B3LYP and wB97X-D come closest to these measured polarisabilities, with a mean absolute error of 0.15 Å³ each. PBE is off by 0.27 Å³ on average and HF by 0.44 Å³. The choice of level matters more for the molecules without a benzene ring, where going from PBE to HF lowers the polarisability by roughly a tenth, than for those with one, where it lowers it by about a twentieth.

Mean polarisability volumes of nine molecules: measured values and the errors (computed less measured) of static, electronic values from PySCF 2.14.0 with HF and five density functionals. All calculations use the def2-SVPD basis and density fitting, in the gas phase at PBE0-D3(BJ)/def2-SVP geometries.

```
case (SMILES)  measured (Å^3)  LDA less measured (Å^3)  PBE less measured (Å^3)  B3LYP less measured (Å^3)  BHandHLYP less measured (Å^3)  HF less measured (Å^3)  wB97X-D less measured (Å^3)
           CN           3.754                     0.17                     0.12                       0.01                          -0.14                   -0.27                        -0.05
      O=S(F)F           3.927                     0.23                     0.25                       0.08                          -0.12                   -0.33                         0.03
    C1CC12CC2           8.049                     0.79                     0.70                       0.51                           0.26                    0.03                         0.38
  CC[C@H](C)O            8.57                     0.38                     0.24                      -0.05                          -0.39                   -0.71                        -0.20
        CCCBr            9.07                     0.49                     0.40                       0.16                          -0.14                   -0.39                         0.00
        CCCCC           9.879                     0.26                     0.08                      -0.19                          -0.51                   -0.81                        -0.33
    Fc1ccccc1            10.2                     0.10                     0.03                      -0.12                          -0.35                   -0.50                        -0.19
    Oc1ccccc1          10.909                     0.25                     0.17                      -0.03                          -0.31                   -0.54                        -0.13
  C=Cc1ccccc1          14.409                     0.54                     0.40                       0.19                          -0.15                   -0.35                        -0.03
```

The first two rows, methylamine and thionyl fluoride, already show the pattern. LDA and PBE give too large a polarisability, HF too small a one, and the hybrids lie between. This order returns down the whole table with two exceptions: PBE slightly exceeds LDA in thionyl fluoride, and HF is not too low in spiropentane.

Spiropentane, the third row, would mislead anyone who ranked the methods by it. HF misses by only +0.03 Å³ there, while B3LYP, within 0.2 Å³ of the measurement in every other row, is too high by 0.51 Å³. Yet LDA and HF lie 0.76 Å³ apart, an ordinary distance for this table. The whole row is shifted upwards, so HF's small error is no sign of accuracy; a doubtful reference value may be the reason, but that is a guess.

The next stretch, from 2-butanol to pentane, shows what a change of level does. Pentane is the row to follow: PBE is too high by 0.08 Å³ and HF too low by 0.81 Å³. The reference cancels in the difference, so the fall of 0.89 Å³ belongs to the methods alone. The size of the electron cloud is practically the same in both calculations; what differs is how easily a field displaces it.

Perturbation theory puts this stiffness into a formula. In atomic units the polarisability α is a sum over excited states,

α = Σ f / ω²

where f is the strength of an excitation and ω its energy. If a method raises all ω by a small fraction x and leaves the strengths alone, then

Δα / α ≈ −2x

Here x stands for an average over many excitations, which do not all move alike. If it were the same for every molecule, a change of level would alter α by a fixed percentage, and the step in Å³ would grow with the molecule.

Theory also suggests the direction. In LDA and PBE an electron partly repels itself, which holds the outer electrons too loosely and makes them too easy to displace. Exact exchange removes this self-repulsion. HF uses exact exchange in full but has no correlation, and it is known to respond too weakly in saturated molecules. A hybrid sits between the two and profits from errors of opposite sign.

A single percentage for all nine molecules does not work: it predicts the fall from PBE to HF less well than a constant step does. Two percentages, fitted to the same nine rows, do better: 9.2% of the PBE value without a benzene ring and 5.5% with one. For pentane the PBE value is 9.879 + 0.08 = 9.96 Å³, and the estimate is

0.092 × 9.96 Å³ ≈ 0.92 Å³

against the calculated 0.89 Å³. Pentane was part of the fit, so this illustrates the rule and does not test it. When each row is predicted from the other eight, the typical miss is 0.13 Å³, as the output below shows. The division into two groups was held fixed in that test, so the rule describes these nine rows and does not show that the ring is the cause. Thionyl fluoride fits worst: its polarisability falls by 14%, far more than the rule allows.

The last three rows contain the benzene rings, and in each of them the percentage fall is smaller than in any row above. Phenol shows where part of the difference lies. Between PBE and HF its polarisability drops by 9% along the most polarisable direction in the ring plane, by 5% along the other in-plane direction, but by only 2% at right angles to the plane. In this last direction wB97X-D even lies slightly above PBE, so exact exchange does not stiffen the response equally along every axis. The mean over the three directions hides this contrast, so a purpose that depends on orientation can be more sensitive to the method than the table suggests.

Fluorobenzene warns against a tempting shortcut, which is to read ω from the gap between the highest occupied and the lowest empty orbital. From PBE to HF this gap grows by a factor of 2.6. With ω taken as the gap, the polarisability would shrink to about a seventh; it falls by 5%, for which a rise of ω by less than 3% is enough. In HF an empty orbital feels the repulsion of all the electrons, while a really excited electron is attracted by the hole it leaves behind. The response calculation includes that attraction and the bare gap does not.

The global hybrids show how much exact exchange is useful here. B3LYP contains 20% of it and covers 29% of the average way from PBE to HF; BHandHLYP contains 50% and covers 68%. The first portion thus does more than its share, although the other parts of the functional change as well. Against these references BHandHLYP has already gone too far: it is too low in every row except spiropentane, and on average it misses by about as much as PBE.

How much of this matters depends on the purpose. Molar refraction is proportional to the polarisability, so a 5% error in one is a 5% error in the other; dispersion forces between like molecules go with its square times a mean excitation energy. A method that lowers α by raising the excitation energies offsets part of the squaring, so the percentage grows by less than a factor of two (one and a half in the simple model above). If 10% in the polarisability is good enough, every level in the table meets it in every row. If 5% is needed, wB97X-D meets it throughout and B3LYP everywhere but in spiropentane.

Below that, the frequency of the light has to be settled before the functional. The calculated values hold for a static field, whereas a polarisability derived from a refractive index belongs to visible light and is larger. For phenol, wB97X-D gives a rise of 0.44 Å³ between a static field and yellow light at 589 nm. If the reference were such an optical value, the error of wB97X-D would turn from −0.13 to +0.31 Å³, and HF, with the same rise assumed, would be the closer of the two. The ranking by accuracy therefore holds only if the references are close to static values, while the steps between the levels stand in either case. Zero-point vibration, which the calculations also leave out, usually raises the polarisability and would move the ranking in the same direction.

The same caution applies to the error of 0.00 Å³ that wB97X-D shows for 1-bromopropane. The basis is small, only one conformer was calculated, and neither molecular vibration nor spin-orbit coupling at the bromine atom is included, so agreement to a few hundredths is no proof of quality.

The cost can be judged only from scaling. LDA and PBE avoid exact exchange and are the cheapest. B3LYP, BHandHLYP and HF all need it, and its formal cost with density fitting grows with the fourth power of molecular size, against the third power for the classical repulsion. The proportion mixed in hardly affects the price, so BHandHLYP saves nothing over B3LYP; wB97X-D adds a separate long-range exchange part. If the references are indeed close to static values, B3LYP is the reasonable first choice for static polarisabilities of molecules like these, and a second calculation with PBE shows how strongly the result depends on the functional.

The analysis program printed:

```
mean absolute error LDA (Å^3): 0.3567
mean absolute error PBE (Å^3): 0.2656
mean absolute error B3LYP (Å^3): 0.1489
mean absolute error wB97X-D (Å^3): 0.1489
mean absolute error BHandHLYP (Å^3): 0.2633
mean absolute error HF (Å^3): 0.4367
mean signed error B3LYP (Å^3): 0.06222
mean signed error wB97X-D (Å^3): -0.05778
fall of the polarisability from PBE to HF:
          row  fall in Å^3  fall in % of PBE value
           CN         0.39                   10.07
      O=S(F)F         0.58                   13.89
    C1CC12CC2         0.67                   7.658
  CC[C@H](C)O         0.95                   10.78
        CCCBr         0.79                   8.342
        CCCCC         0.89                   8.937
    Fc1ccccc1         0.53                   5.181
    Oc1ccccc1         0.71                   6.409
  C=Cc1ccccc1         0.75                   5.064
fit of step on 9 rows: coefficient of size 0.07164 +/- 0.0076; rms 0.206, worst CC[C@H](C)O -0.319, leave-one-out rms 0.241
fit of step on 9 rows: coefficient of othersize 0.09191 +/- 0.0062, coefficient of ringsize 0.05461 +/- 0.0056; rms 0.105, worst O=S(F)F -0.196, leave-one-out rms 0.13
constant step instead, leave-one-out rms (Å^3): 0.1873
share of mean PBE-to-HF fall reached by B3LYP, 20% exact exchange (%): 29.23
share of mean PBE-to-HF fall reached by BHandHLYP, 50% exact exchange (%): 67.73
fluorobenzene, HF orbital gap over PBE orbital gap (ratio): 2.588
fluorobenzene, rise of effective excitation energy that the PBE-to-HF fall needs (%): 2.696
pentane, change of electronic extent from PBE to HF (%): -0.008506
phenol, PBE-to-HF fall out of the ring plane (%): 1.839
phenol, PBE-to-HF fall along the most polarisable in-plane axis (%): 9.39
phenol, rise from static to 589 nm with wB97X-D (Å^3): 0.4406
phenol, wB97X-D error if the reference were taken at 589 nm (Å^3): 0.3106
phenol, HF error if the same rise held for HF (Å^3): -0.09943
```
